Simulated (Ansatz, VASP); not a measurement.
## Two plane-wave programs on V

The input INCAR:

```
SYSTEM = V
  PREC = Accurate
  ENCUT = 600
  EDIFF = 1E-6
  ISMEAR = 0
  SIGMA = 0.1
  LREAL = .False.
  LASPH = .True.
  NELM = 100
  ALGO = Fast
  ISIF = 3
  LWAVE = .False.
  LCHARG = .False.
  GGA = PE
  IBRION = 2
  NSW = 90
  EDIFFG = -0.04
```

Contents of KPOINTS:

```
Automatic mesh
0
Gamma
  6 6 4
  0 0 0
```

Contents of POSCAR:

```
V
1.0
    4.2199358223      0.0000000000      0.0000000000
   -2.1099679112      3.6545716245      0.0000000000
    0.0000000000      0.0000000000      4.0438889903
V
4
Direct
    0.0000000000      0.0000000000      0.2500000000
    0.0000000000      0.0000000000      0.7500000000
    0.3333333333      0.6666666667      0.7500000000
    0.6666666667      0.3333333333      0.2500000000
```

Input for Ansatz:

```yaml
crystal:
  lattice:
    - [4.2199358223, 0.0, 0.0]
    - [-2.1099679112, 3.6545716245, 0.0]
    - [0.0, 0.0, 4.0438889903]
  atoms:
    - { symbol: V, position: [0.0, 0.0, 0.25] }
    - { symbol: V, position: [0.0, 0.0, 0.75] }
    - { symbol: V, position: [0.3333333333, 0.6666666667, 0.75] }
    - { symbol: V, position: [0.6666666667, 0.3333333333, 0.25] }
basis:
  ecutwfc: 420
kpoints:
  mp_grid: { grid: [6, 6, 4] }
hamiltonian:
  xc: pbe
scf:
  occupations: { method: gaussian, width: 0.1 }
  lower_state_search: "off"
output:
  forces: true
  stress: true
  eigenvalues: true
relax:
  adjacent_minimum: "off"
  f_tol: 0.04
  max_steps: 70
  cell: { stress_tol: 0.4 }
```

Alike in both runs: task relaxation of cell and atoms; functional PBE; k mesh 6 × 6 × 4; occupations gaussian, width 0.1 eV; no spin polarisation.

|  | VASP | Ansatz |
| --- | --- | --- |
| version | VASP 6.6.1 | Ansatz 0.2.0 |
| potentials or method | VASP PAW PBE potentials, release 64 (V_sv) | scalar-relativistic, plane waves, PAW |
| plane-wave cutoff (eV) | 600 | 420 |
| valence electrons in the cell | 52 | 52 |

|  | VASP | Ansatz | Ansatz less VASP |
| --- | --- | --- | --- |
| gap on the k mesh at the Fermi level, each at its own relaxed structure (eV) | none | none | - |
| relaxed volume (Å³/atom) | 15.92 | 15.86 | -0.055 |
| relaxed cell length with the largest relative difference (Å) | 4.141 | 4.106 | -0.0356 |
| energy change over the relaxation (meV/atom) | -9 | -4 | +4.9 |

A gap of «none» marks a metal or a gap that the smearing closes.

Caveats: the k mesh is coarse (spacing up to 0.39 Å⁻¹), so the values aren't converged.
